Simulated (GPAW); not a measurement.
## InAs: band structure with revPBE

**The experiment to reproduce.**

A printed reference work, data compilation reports, for a bulk crystal of InAs at 4.2 K: band gap 0.418 eV (direct).

Crystal: InAs.

```
In As
1.0
     0.00000    3.01800    3.01800
     3.01800    0.00000    3.01800
     3.01800    3.01800    0.00000
In As
1 1
Direct
  0.00000 0.00000 0.00000
  0.25000 0.25000 0.25000
```

| Quantity | Value |
| --- | --- |
| Program | GPAW 26.7.0 |
| Task | band structure |
| Functional | revPBE |
| Potentials or basis | the program's PAW data sets (release 1.2.1) made for this functional |
| Cutoff | 600 eV |
| Basis | pw |
| k mesh | 6 × 6 × 6 |
| Occupations | fermi-dirac, width 0.05 eV |
| Spin | spin-orbit coupling, no magnetisation |
| Maxiter | 150 |
| Band path | GXWKGLUWLK,UX |
| Band points | 60 |
| spin axis theta (degrees) | 90 |
| spin axis phi (degrees) | 0 |
| Soc after scf | second variation |

```json
{
  "Pressure": "5.4 GPa",
  "Band gap along the path": "none (metal or under the smearing width)"
}
```

Levels at the corners of the path, in eV from the Fermi level:
```tsv
point	band 15	band 16	band 17	band 18	band 19	band 20	band 21	band 22
Γ	-0.19	-0.19	0.00	0.00	0.00	0.00	3.45	3.45
X	-2.47	-2.47	-2.47	-2.47	1.50	1.50	2.01	2.01
W	-3.14	-3.08	-3.04	-2.94	4.04	4.22	4.24	4.27
K	-3.42	-3.40	-2.09	-2.09	2.06	2.06	4.19	4.24
Γ	-0.19	-0.19	0.00	0.00	0.00	0.00	3.45	3.45
L	-1.26	-1.26	-1.00	-1.00	0.92	0.92	4.48	4.48
U	-3.42	-3.40	-2.09	-2.09	2.06	2.06	4.19	4.24
W	-3.14	-3.08	-3.04	-2.94	4.04	4.22	4.24	4.27
L	-1.26	-1.26	-1.00	-1.00	0.92	0.92	4.48	4.48
K	-3.42	-3.40	-2.09	-2.09	2.06	2.06	4.19	4.24
U	-3.42	-3.40	-2.09	-2.09	2.06	2.06	4.19	4.24
X	-2.47	-2.47	-2.47	-2.47	1.50	1.50	2.01	2.01
```

Wall time 38 s on 1 thread of Arm Neoverse V1, with other jobs on the host, peak memory 0.27 GiB.

A measured gap of InAs is 0.418 eV (direct; 4.2 K; a printed reference work, data compilation); the calculated 0.00 eV misses it by -0.42 eV. The value is that of revPBE, without temperature or zero-point motion. Semilocal functionals fall short of measured gaps as a rule.

Caveat: spin-orbit coupling was added after a scalar SCF, so levels and gaps hold it while energy, forces, pressure and moments don't; this program's spin-orbit splittings come out too wide for heavy elements; this crystal is a semiconductor, whose small gap the functional closes, so the metal is an error of the method.
